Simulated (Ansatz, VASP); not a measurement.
# Cross-check of HfSi between VASP and Ansatz, part 2 of 2

One calculation is typed for both programs; each brings its own data sets. How far apart do they land? The cell is generated by rule, not measured, and may not be a known phase. The cell is taken from a series of runs on this material, whose earlier steps may have relaxed, scaled, displaced or heated it; both programs get it as it stands.

VASP 6.6.1 and Ansatz 0.2.0.

So far: The structure; Ansatz: relaxation of cell and atoms, PBE, pair 1; VASP: relaxation of cell and atoms, PBE, pair 1; Side by side.

## (5) VASP: relaxation of cell and atoms, PBE, pair 2

Level of this step: PBE; plane waves and PAW (Hf_pv, Si); invented cell (VASP).

The relaxed volume is the usual yardstick between codes: in a stiff, nearly cubic crystal its relative difference is about their pressure difference at one cell divided by the bulk modulus.

INCAR

```
SYSTEM = HfSi
PREC = Accurate
ENCUT = 500
EDIFF = 1E-07
NELM = 120
ISMEAR = 1
SIGMA = 0.15
LREAL = .FALSE.
ALGO = Normal
GGA = PE
NBANDS = 20
LASPH = .TRUE.
LORBIT = 11
LWAVE = .FALSE.
LCHARG = .FALSE.
ISIF = 3
IBRION = 2
NSW = 80
EDIFFG = -0.005
GGA_COMPAT = .FALSE.
NELMIN = 4
KPAR = 2
```

POSCAR

```
HfSi
1.0
    3.7385270000      0.0000030000      0.0000000000
   -1.8692660000      3.2376580000      0.0000000000
    0.0000000000      0.0000000000      6.6504860000
Hf Si
2 2
Direct
    0.0000000000      0.0000000000      0.0000000000
    0.0000000000      0.0000000000      0.5000000000
    0.3333333333      0.6666666667      0.2500000000
    0.6666666667      0.3333333333      0.7500000000
```

KPOINTS

```
Automatic mesh
0
Gamma
12 12 6
0 0 0
```

PAW data sets: Hf_pv and Si (PBE family, release 64).

Started as:

```bash
> mpirun -np 2 vasp_std
```

Numbers of over 12 decimals in the logs are rounded to 6 here.

Log:

```text
[... set-up lines as in an earlier step ...]
 entering main loop
       N       E                     dE             d eps       ncg     rms          rms(c)
DAV:   1     0.802544487776E+02    0.80254E+02   -0.13960E+04  3064   0.122E+03
DAV:   2    -0.297874503530E+02   -0.11004E+03   -0.10634E+03  3772   0.268E+02
DAV:   3    -0.344685312387E+02   -0.46811E+01   -0.45952E+01  4004   0.374E+01
DAV:   4    -0.345374633878E+02   -0.68932E-01   -0.68601E-01  3908   0.508E+00
[...]
DAV:  12    -0.324520737602E+02    0.39167E-05   -0.10811E-05  3476   0.181E-02    0.737E-03
DAV:  13    -0.324520737000E+02    0.60171E-07   -0.14930E-06  3900   0.676E-03    0.291E-03
DAV:  14    -0.324520737592E+02   -0.59242E-07   -0.41607E-08  2112   0.122E-03
   1 F= -.32452074E+02 E0= -.32452993E+02  d E =-.324521E+02
[...]
N       E                     dE             d eps       ncg     rms          rms(c)
DAV:   1    -0.324524532271E+02   -0.37953E-03   -0.11690E-02  3128   0.752E-01    0.406E-01
[...]
DAV:   6    -0.324520619539E+02   -0.10288E-05   -0.94939E-07  3572   0.411E-03    0.175E-03
DAV:   7    -0.324520618888E+02    0.65115E-07   -0.11037E-07  2088   0.172E-03
   2 F= -.32452062E+02 E0= -.32452982E+02  d E =0.118704E-04
 trial-energy change:    0.000012  1 .order    0.000017   -0.000143    0.000177
 step:   0.4706(harm=  0.4471)  dis= 0.00000  next Energy=   -32.452108 (dE=-0.341E-04)
[...]
N       E                     dE             d eps       ncg     rms          rms(c)
DAV:   1    -0.324522233192E+02   -0.16137E-03   -0.32844E-03  3080   0.399E-01    0.215E-01
DAV:   2    -0.324521415451E+02    0.81774E-04   -0.20919E-04  3104   0.909E-02    0.410E-02
DAV:   3    -0.324521160889E+02    0.25456E-04   -0.52345E-05  3324   0.424E-02    0.227E-02
DAV:   4    -0.324521100910E+02    0.59979E-05   -0.76511E-06  3848   0.181E-02    0.202E-02
DAV:   5    -0.324521086351E+02    0.14559E-05   -0.12964E-06  3444   0.630E-03    0.943E-03
DAV:   6    -0.324521080775E+02    0.55766E-06   -0.25856E-07  2944   0.216E-03    0.841E-04
DAV:   7    -0.324521080909E+02   -0.13368E-07   -0.28712E-08  1696   0.925E-04
   3 F= -.32452108E+02 E0= -.32453028E+02  d E =-.343316E-04
[...]
reached required accuracy - stopping structural energy minimisation
```

OUTCAR, selected parts (step 5):

```text
  Total        0.0075668      0.0075668      0.0005323      0.0000000      0.0000000     -0.0000000
  in kB        0.1507587      0.1507587      0.0106062      0.0000000      0.0000000     -0.0000000
  external PRESSURE =       0.1040412 kB  Pullay stress =       0.0000000 kB

 POSITION                                       TOTAL-FORCE (eV/Angst)
 -----------------------------------------------------------------------------------
      0.00000      0.00000      6.64720        -0.000000      0.000000      0.000000
      0.00000      0.00000      3.32360         0.000000      0.000000      0.000000
     -0.00000      2.15787      1.66180        -0.000000     -0.000000      0.000000
      1.86877      1.07894      4.98540         0.000000      0.000000     -0.000000
 -----------------------------------------------------------------------------------
    total drift:                               -0.000000      0.000000      0.000000

  FREE ENERGIE OF THE ION-ELECTRON SYSTEM (eV)
  ---------------------------------------------------
  free  energy   TOTEN  =       -32.4521080909 eV

  energy  without entropy=      -32.4548680979  energy(sigma->0) =      -32.45302809

[... 2 parts as in an earlier step ...]

[... 2 further parts left out ...]
[key lines of the parts left out:]
E-fermi :   5.5771
```

## (6) Ansatz: relaxation of cell and atoms, PBE, pair 2

The same cell, functional, mesh and smearing now go to Ansatz, which takes its cutoff from its data sets.

The cell is taken from a series of runs on this material, whose earlier steps may have relaxed, scaled, displaced or heated it; both programs get it as it stands.

input.yaml

```yaml
crystal:
  lattice:
    - [3.7385270842, 2.9576e-06, 0.0]
    - [-1.8692661035, 3.2376579489, 0.0]
    - [0.0, 0.0, 6.6504864848]
  atoms:
    - { symbol: Hf, position: [0.0, 0.0, 0.0] }
    - { symbol: Hf, position: [0.0, 0.0, 0.5] }
    - { symbol: Si, position: [0.3333333333, 0.6666666667, 0.25] }
    - { symbol: Si, position: [0.6666666667, 0.3333333333, 0.75] }
kpoints:
  mp_grid: { grid: [12, 12, 6] }
hamiltonian:
  xc: pbe
scf:
  occupations: { method: methfessel_paxton, width: 0.15 }
output:
  forces: true
  stress: true
  eigenvalues: true
relax:
  adjacent_minimum: "off"
  f_tol: 0.001
  max_steps: 60
  cell: { stress_tol: 0.01 }
```

Started as:

```bash
> ansatz run input.yaml --threads 4 --pin off --max-ram 7168MiB --backend cpu --events-out ev --progress --plain --runs-dir out
```

Log:

```text
[...]
Crystal: 4 atoms, lattice volume = 80.498 Å³
Basis set: ecut = 420 eV, 1583 PW (Γ), exchange–correlation on 50×50×90 points (8 copies of the dense FFT grid, shifted against one another)
Bands: 36, of which v1, the nominal top of the filled ones, is band 30 counted from 1 (29 counted from 0)
Symmetry: 24 space group operations
[...]
k-points: 76 of 864
[...]
--- Relaxed structure (3 steps of the walk, 2 accepted, 1 SCFs on fresh bases) ---
[...]
cell:  # Å, volume = 80.5033 Å³
    - [3.738949, 2.957958668031267e-6, 0]
    - [-1.869477, 3.238023, 0]
    - [0, 0, 6.649424]
  atoms:
    - { symbol: Hf, position: [0, 0, 0] }
    - { symbol: Hf, position: [0, 0, 0.5] }
    - { symbol: Si, position: [0.333333, 0.666667, 0.25] }
    - { symbol: Si, position: [0.666667, 0.333333, 0.750000] }
[key lines of the parts left out:]
SCF converged after 4 iterations
Free energy (F): -32716.103030 eV
Fermi energy:    14.107818 eV
P = ⅓ Tr σ = -0.0011 GPa (-0.011 kbar)
```

## (7) Differences

What differs besides the data sets and the points named for the pairs above, as far as they apply: the data sets hold 60 valence electrons in Ansatz (on its default PAW (the set named soft_2) files) and 28 in VASP. Total energies have different zeros and are not compared.

Compared:

```csv
quantity,Ansatz,VASP,difference
volume (Å³),80.50,80.42,+0.11 %
"edge a after relaxation, in the typed setting (Å)",3.739,3.737,+0.04 %
"edge c after relaxation, in the typed setting (Å)",6.649,6.647,+0.03 %
```

## (8) What came out

| Property | Result |
| --- | --- |
| difference in volume (relaxation of cell and atoms, PBE, pair 1) | 0.076 % |
| difference in volume (relaxation of cell and atoms, PBE, pair 2) | 0.11 % |

What this shows: The difference in volume is 0.11 % (relaxation of cell and atoms, PBE, pair 2), within the 1.2 % picked in this series as the mark of a large difference, as far as the stopping tolerances let one tell. The data sets hold unlike numbers of valence electrons (60 in Ansatz and 28 in VASP), so part of the differences comes from the potentials. 1 further run of this series is not shown here. Such differences can come from data sets, numerical settings and the points named under the comparisons, not from the functional's error against experiment.

[Lines on the potential files, build, host, timing and source positions are cut from VASP's logs without a mark.]

[Logs are printed without paths, hosts, clocks, repeated set-up lines and the standing remarks that a program may print on its own settings, such as how far it seeks lower states.]

[Hosts, paths, dates, database ids (printed as entryN), source tags and the programs' standing remarks are cut or masked in the printed files.]
